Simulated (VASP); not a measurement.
# PbSe (F-43m) in VASP: notebook

Aim: see how the results for PbSe move with the level of theory and the settings. Levels: r2SCAN, HSE06. Tasks: single point.

Everything below comes from runs of VASP 6.6.1. Logs are shortened: lines on timing, memory, paths and dates and some standing lists are left out, and cuts for length are marked.

## (1) The structure

Symmetry: F-43m, No. 216, cubic system. Conventional cell: a = 6.846 Å, b = 6.846 Å, c = 6.846 Å, α = 90.00°, β = 90.00°, γ = 90.00°. Pb (site symmetry -43m) is surrounded by 4 Se at 2.96 Å. Se (site symmetry -43m) has 4 Pb at 2.96 Å as nearest neighbours.

The cell was built by a generator and needn't be a form met in nature.

## (2) Single point, r2SCAN

POSCAR reads:

```
PbSe
1.0
    0.0000000000      3.4232041310      3.4232041310
    3.4232041310      0.0000000000      3.4232041310
    3.4232041310      3.4232041310      0.0000000000
Pb Se
1 1
Direct
    0.0000000000      0.0000000000      0.0000000000
    0.2500000000      0.2500000000      0.2500000000
```

INCAR.step1 reads:

```
SYSTEM = PbSe
PREC     = Accurate       ! precision mode
ENCUT    = 520            ! plane-wave cutoff, eV
ISMEAR   = 0              ! smearing method
SIGMA    = 0.01           ! smearing width, eV
LREAL    = .FALSE.        ! projectors in reciprocal space
LASPH    = .TRUE.         ! aspherical terms in the spheres
NELM     = 100            ! most SCF steps
NBANDS   = 17             ! bands
GGA      = PE             ! functional
ALGO     = Normal         ! electronic algorithm
EDIFF    = 1E-4           ! SCF threshold, eV
LWAVE    = .TRUE.         ! write WAVECAR
LCHARG   = .FALSE.        ! write CHGCAR
```

INCAR.step2 reads:

```
SYSTEM = PbSe
PREC     = Accurate       ! precision mode
ENCUT    = 520            ! plane-wave cutoff, eV
EDIFF    = 1E-6           ! SCF threshold, eV
ISMEAR   = 0              ! smearing method
SIGMA    = 0.01           ! smearing width, eV
LREAL    = .FALSE.        ! projectors in reciprocal space
LASPH    = .TRUE.         ! aspherical terms in the spheres
NELM     = 100            ! most SCF steps
ALGO     = Normal         ! electronic algorithm
ISIF     = 2              ! what is computed and relaxed
LWAVE    = .FALSE.        ! write WAVECAR
LCHARG   = .FALSE.        ! write CHGCAR
METAGGA  = R2SCAN         ! meta-GGA
LMIXTAU  = .TRUE.       
NBANDS   = 17             ! bands
ISTART   = 1
```

KPOINTS reads:

```
Automatic mesh
0
G
  4 4 4
  0 0 0
```

Potentials or basis: VASP PAW PBE potentials, release 64 (Pb_d, Se).

Started as:

```
$ cat potpaw_PBE.64/Pb_d/POTCAR potpaw_PBE.64/Se/POTCAR > POTCAR
$ cp INCAR.step1 INCAR
$ mpirun -np 1 vasp_std > vasp.out
$ cp INCAR.step2 INCAR
$ mpirun -np 1 vasp_std > vasp.out
```

OUTCAR:

```text
SYSTEM = PbSe
   PREC = Accurate
   ENCUT = 520
   EDIFF = 1E-6
   ISMEAR = 0
   LREAL = .FALSE.
   LASPH = .TRUE.
   NELM = 100
   ISIF = 2
   METAGGA = R2SCAN
   ISTART = 1

 ion  position               nearest neighbor table
   1  0.000  0.000  0.000-   2 2.96   2 2.96   2 2.96   2 2.96
   2  0.250  0.250  0.250-   1 2.96   1 2.96   1 2.96   1 2.96

  LATTYP: Found a face centered cubic cell.
 ALAT       =     6.8464082620

  Lattice vectors:

 A1 = (   0.0000000000,   3.4232041310,   3.4232041310)
 A2 = (   3.4232041310,   0.0000000000,   3.4232041310)
 A3 = (   3.4232041310,   3.4232041310,   0.0000000000)

Analysis of symmetry for initial positions (statically):
=====================================================================
 Subroutine PRICEL returns:
 Original cell was already a primitive cell.

 Routine SETGRP: Setting up the symmetry group for a
 face centered cubic supercell.

 Subroutine GETGRP returns: Found 24 space group operations
 (whereof 24 operations were pure point group operations)
 out of a pool of 48 trial point group operations.

The static configuration has the point symmetry T_d .

Analysis of symmetry for dynamics (positions and initial velocities):
=====================================================================
 Subroutine PRICEL returns:
 Original cell was already a primitive cell.

 Routine SETGRP: Setting up the symmetry group for a
 face centered cubic supercell.

 Subroutine GETGRP returns: Found 24 space group operations
 (whereof 24 operations were pure point group operations)
 out of a pool of 48 trial point group operations.

The dynamic configuration has the point symmetry T_d .

 Subroutine INISYM returns: Found 24 space group operations
 (whereof 24 operations are pure point group operations),
 and found     1 'primitive' translations

----------------------------------------------------------------------------------------

                                     Primitive cell

  volume of cell :      80.2284

  direct lattice vectors                    reciprocal lattice vectors
     0.000000000  3.423204131  3.423204131    -0.146061988  0.146061988  0.146061988
     3.423204131  0.000000000  3.423204131     0.146061988 -0.146061988  0.146061988
     3.423204131  3.423204131  0.000000000     0.146061988  0.146061988 -0.146061988

  length of vectors
     4.841141709  4.841141709  4.841141709     0.252986784  0.252986784  0.252986784

  position of ions in fractional coordinates (direct lattice)
     0.000000000  0.000000000  0.000000000
     0.250000000  0.250000000  0.250000000

  ion indices of the primitive-cell ions
   primitive index   ion index
                 1           1
                 2           2

----------------------------------------------------------------------------------------

 KPOINTS: Automatic mesh

Automatic generation of k-mesh.
 Grid dimensions read from file:
 generate k-points for:    4    4    4

 Generating k-lattice:

  Cartesian coordinates                     Fractional coordinates (reciprocal lattice)
    -0.036515497  0.036515497  0.036515497     0.250000000  0.000000000  0.000000000
     0.036515497 -0.036515497  0.036515497     0.000000000  0.250000000  0.000000000
     0.036515497  0.036515497 -0.036515497     0.000000000  0.000000000  0.250000000

  Length of vectors
     0.063246696  0.063246696  0.063246696

  Shift w.r.t. Gamma in fractional coordinates (k-lattice)
     0.000000000  0.000000000  0.000000000

 Subroutine IBZKPT returns following result:
 ===========================================

 Found      8 irreducible k-points:

 Following reciprocal coordinates:
            Coordinates               Weight
  0.000000  0.000000  0.000000      1.000000
  0.250000  0.000000  0.000000      8.000000
  0.500000  0.000000  0.000000      4.000000
  0.250000  0.250000  0.000000      6.000000
  0.500000  0.250000  0.000000     24.000000
 -0.250000  0.250000  0.000000     12.000000
  0.500000  0.500000  0.000000      3.000000
 -0.250000  0.500000  0.250000      6.000000
   k-points           NKPTS =      8   k-points in BZ     NKDIM =      8   number of bands    NBANDS=     17
   number of dos      NEDOS =    301   number of ions     NIONS =      2
   total plane-waves  NPLWV =  46656
   dimension x,y,z NGX =    36 NGY =   36 NGZ =   36
   dimension x,y,z NGXF=    72 NGYF=   72 NGZF=   72
   ions per type =               1   1
   NGX,Y,Z   is equivalent  to a cutoff of  12.36, 12.36, 12.36 a.u.
   NGXF,Y,Z  is equivalent  to a cutoff of  24.72, 24.72, 24.72 a.u.
 SYSTEM =  PbSe
   PREC   = accura    normal or accurate (medium, high low for compatibility)
   ISTART =      1    job   : 0-new  1-cont  2-samecut
   ICHARG =      0    charge: 1-file 2-atom 10-const
   ISPIN  =      1    spin polarized calculation?
   LNONCOLLINEAR =      F non collinear calculations
   LSORBIT =      F    spin-orbit coupling
   LASPH  =      T    aspherical Exc in radial PAW
   ENCUT  =  520.0 eV  38.22 Ry    6.18 a.u.   9.00  9.00  9.00*2*pi/ulx,y,z
   NELM   =    100;   NELMIN=  2; NELMDL=  0     # of ELM steps
   EDIFF  = 0.1E-05   stopping-criterion for ELM
   LREAL  =      F    real-space projection
   EDIFFG = 0.1E-04   stopping-criterion for IOM
   NSW    =      0    number of steps for IOM
   IBRION =     -1    ionic relax: 0-MD 1-quasi-New 2-CG
   NFREE  =      0    steps in history (QN), initial steepest desc. (CG)
   ISIF   =      2    stress and relaxation
   ISYM   =      2    0-nonsym 1-usesym 2-fastsym
   POTIM  = 0.5000    time-step for ionic-motion
   TEBEG  =    0.0;   TEEND  =   0.0 temperature during run
   PSTRESS=    0.0 pullay stress
   NELECT =      20.0000    total number of electrons
   NUPDOWN=      -1.0000    fix difference up-down
   EMIN   =  10.00;   EMAX   =-10.00  energy-range for DOS
   EFERMI =   0.00;   METHOD = LEGACY
   ISMEAR =     0;   SIGMA  =   0.01  broadening in eV -4-tet -1-fermi 0-gaus
   EFERMI_NEDOS =   21; number of points for ismear=-14 and -15
   IALGO  =     38    algorithm
   IMIX   =      4    mixing-type and parameters
     AMIX     =   0.40;   BMIX     =  1.00
     AMIX_MAG =   1.60;   BMIX_MAG =  1.00
  volume/ion in A,a.u.               =      40.11       270.70
  Fermi-wavevector in a.u.,A,eV,Ry     =   1.030328  1.947037 14.443606  1.061575
  Thomas-Fermi vector in A             =   2.164420
   LORBIT       =      0    0 simple, 1 ext, 2 COOP (PROOUT), +10 PAW based schemes
   METAGGA = R2SCAN    functional components
   LHFCALC =     F    Hartree Fock is set to
   AEXX    =    0.0000 exact exchange contribution
   IVDW    =     0    specifies the selected vdW correction
   LEPSILON=     F    determine dielectric tensor
   LRPA    =     F    only Hartree local field effects (RPA)
 non-spin polarized calculation
 Gauss-broadening in eV      SIGMA  =   0.01
  energy-cutoff  :      520.00
  volume of cell :       80.23
 maximum number of plane-waves:      2200
   NGX = 17   NGY = 17   NGZ = 17

 number of electron      20.0000005 magnetization

 Free energy of the ion-electron system (eV)
  ---------------------------------------------------
  ext. energy  EPLUGINS =         0.00000000
  ---------------------------------------------------
  free energy    TOTEN  =       -71.45423559 eV

  energy without entropy =      -71.45423559  energy(sigma->0) =      -71.45423559

 E-fermi :   2.2457     XC(G=0):  -8.2498

 val. band max:        2.1516772682   @ k =  -0.2500   0.5000   0.2500
 cond. band min:       2.9469829533   @ k =   0.5000   0.5000   0.0000
 fundamental gap:      0.7953056851
 Fermi energy:         2.2457350833

 k-point     1 :       0.0000    0.0000    0.0000
  band No.  band energies     occupation
      1     -15.2544      2.00000
      2     -15.2544      2.00000
      3     -15.2544      2.00000
      4     -15.2184      2.00000
      5     -15.2184      2.00000
      6     -11.1708      2.00000
[... 9 lines left out ...]
     16      10.8673      0.00000
     17      11.5554      0.00000

 k-point     2 :       0.2500    0.0000    0.0000
  band No.  band energies     occupation
      1     -15.2691      2.00000
      2     -15.2496      2.00000
      3     -15.2496      2.00000
      4     -15.2178      2.00000
      5     -15.2178      2.00000
      6     -10.8889      2.00000
[... 9 lines left out ...]
     16       9.9562      0.00000
     17      10.9230      0.00000

 k-point     3 :       0.5000    0.0000    0.0000
  band No.  band energies     occupation
      1     -15.2836      2.00000
      2     -15.2459      2.00000
      3     -15.2459      2.00000
      4     -15.2160      2.00000
      5     -15.2160      2.00000
      6     -10.5451      2.00000
[... 9 lines left out ...]
     16      10.9633      0.00000
     17      10.9633      0.00000

 k-point     4 :       0.2500    0.2500    0.0000
  band No.  band energies     occupation
      1     -15.2797      2.00000
      2     -15.2442      2.00000
      3     -15.2442      2.00000
      4     -15.2214      2.00000
      5     -15.2152      2.00000
      6     -10.7898      2.00000
[... 9 lines left out ...]
     16      11.4312      0.00000
     17      13.0819      0.00000

 k-point     5 :       0.5000    0.2500    0.0000
  band No.  band energies     occupation
      1     -15.2919      2.00000
      2     -15.2414      2.00000
      3     -15.2395      2.00000
      4     -15.2208      2.00000
      5     -15.2144      2.00000
      6     -10.4309      2.00000
[... 9 lines left out ...]
     16      11.3496      0.00000
     17      11.9852      0.00000

 k-point     6 :      -0.2500    0.2500    0.0000
  band No.  band energies     occupation
      1     -15.2839      2.00000
      2     -15.2444      2.00000
      3     -15.2439      2.00000
      4     -15.2180      2.00000
      5     -15.2170      2.00000
      6     -10.5558      2.00000
[... 9 lines left out ...]
     16      10.6082      0.00000
     17      12.0159      0.00000

 k-point     7 :       0.5000    0.5000    0.0000
  band No.  band energies     occupation
      1     -15.3036      2.00000
      2     -15.2340      2.00000
      3     -15.2339      2.00000
      4     -15.2250      2.00000
      5     -15.2120      2.00000
      6     -10.3012      2.00000
[... 9 lines left out ...]
     16      12.4106      0.00000
     17      12.5234      0.00000

 k-point     8 :      -0.2500    0.5000    0.2500
  band No.  band energies     occupation
      1     -15.2959      2.00000
      2     -15.2422      2.00000
      3     -15.2346      2.00000
      4     -15.2210      2.00000
      5     -15.2152      2.00000
      6     -10.2963      2.00000
[... 9 lines left out ...]
     16      11.8602      0.00000
     17      11.9829      0.00000

------------------------ aborting loop because EDIFF is reached ----------------------------------------

  FORCE on cell =-STRESS in cart. coord.  units (eV):
  Direction    XX          YY          ZZ          XY          YZ          ZX
  --------------------------------------------------------------------------------------
  -------------------------------------------------------------------------------------
  Total       -0.0283963     -0.0283963     -0.0283963      0.0000000      0.0000000     -0.0000000
  in kB       -0.5670805     -0.5670805     -0.5670805      0.0000000      0.0000000     -0.0000000
  external PRESSURE =      -0.5670805 kB  Pullay stress =       0.0000000 kB

 VOLUME and BASIS-vectors are now :
 -----------------------------------------------------------------------------
  energy-cutoff  :      520.00
  volume of cell :       80.23
      direct lattice vectors                 reciprocal lattice vectors
     0.000000000  3.423204131  3.423204131    -0.146061988  0.146061988  0.146061988
     3.423204131  0.000000000  3.423204131     0.146061988 -0.146061988  0.146061988
     3.423204131  3.423204131  0.000000000     0.146061988  0.146061988 -0.146061988

 POSITION                                       TOTAL-FORCE (eV/Angst)
 -----------------------------------------------------------------------------------
      0.00000      0.00000      0.00000        -0.000000      0.000000     -0.000000
      1.71160      1.71160      1.71160         0.000000     -0.000000      0.000000
 -----------------------------------------------------------------------------------
    total drift:                               -0.000000     -0.000000     -0.000000

  FREE ENERGIE OF THE ION-ELECTRON SYSTEM (eV)
  ---------------------------------------------------
  free  energy   TOTEN  =       -71.4542355903 eV

  energy  without entropy=      -71.4542355903  energy(sigma->0) =      -71.45423559
```

Wall time 31 s (1 thread of Intel Xeon Platinum 8488C (Sapphire Rapids), shared host); peak memory 0.21 GiB.

Results:

```yaml
Free_energy: -71.4542 eV
Pressure: -0.1 GPa
Band_gap_on_the_k_mesh: 0.80 eV, indirect (least direct gap 1.34 eV)
```

Caveat: the PAW data sets were made with another functional, which shifts forces and pressure a little; spin-orbit coupling is left out, which as a rule narrows the gap of such compounds by several tenths of an eV.

## (3) Single point, HSE06

POSCAR is that of step 2.

INCAR.step1 reads:

```
PREC     = Accurate       # precision mode
ENCUT    = 520            # plane-wave cutoff, eV
EDIFF    = 1E-5           # SCF threshold, eV
ISMEAR   = 0              # smearing method
SIGMA    = 0.01           # smearing width, eV
LREAL    = F              # projectors in reciprocal space
LASPH    = T              # aspherical terms in the spheres
NELM     = 100            # most SCF steps
ALGO     = Normal         # electronic algorithm
ISIF     = 2              # what is computed and relaxed
LWAVE    = T              # write WAVECAR
LCHARG   = F              # write CHGCAR
GGA      = PE             # functional
NBANDS   = 17             # bands
```

INCAR.step2 reads:

```
PREC     = Accurate       # precision mode
ENCUT    = 520            # plane-wave cutoff, eV
EDIFF    = 1E-6           # SCF threshold, eV
ISMEAR   = 0              # smearing method
SIGMA    = 0.01           # smearing width, eV
LREAL    = F              # projectors in reciprocal space
LASPH    = T              # aspherical terms in the spheres
NELM     = 100            # most SCF steps
ALGO     = Normal         # electronic algorithm
ISIF     = 2              # what is computed and relaxed
LWAVE    = F              # write WAVECAR
LCHARG   = F              # write CHGCAR
GGA      = PE             # functional
LHFCALC  = T              # exact exchange
HFSCREEN = 0.2079         # screening, 1/A
PRECFOCK = Normal       
ISTART   = 1            
NBANDS   = 17             # bands
```

KPOINTS reads:

```
regular mesh
0
Gamma
  4 4 4
```

Potentials or basis: VASP PAW PBE potentials, release 64 (Pb_d, Se).

Started as:

```
$ cat potpaw_PBE.64/Pb_d/POTCAR potpaw_PBE.64/Se/POTCAR > POTCAR
$ cp INCAR.step1 INCAR
$ mpirun -np 1 vasp_std > vasp.out
$ cp INCAR.step2 INCAR
$ mpirun -np 1 vasp_std > vasp.out
```

Run time: 7.9 min. Hardware: 1 thread of Intel Xeon Platinum 8488C (Sapphire Rapids), shared host; peak memory 0.32 GiB.

It converged, with:

```yaml
Free_energy: -9.3131 eV
Pressure: 0.0 GPa
Band_gap_on_the_k_mesh: 1.07 eV, indirect (least direct gap 1.66 eV)
```

Levels at points of the mesh, in eV from the valence-band top:
```
           k point  band 8  band 9  band 10  band 11  band 12  band 13
(0.00, 0.00, 0.00)   -1.91   -1.91    -1.91     2.66     2.66     2.66
(0.50, 0.00, 0.00)   -2.48   -2.48    -2.15     3.46     3.46     4.29
(0.50, 0.50, 0.00)   -3.23   -3.23    -0.58     1.07     5.64     5.64
```

Caveat: the PAW data sets were made with another functional, which shifts forces and pressure a little; spin-orbit coupling is left out, which as a rule narrows the gap of such compounds by several tenths of an eV.
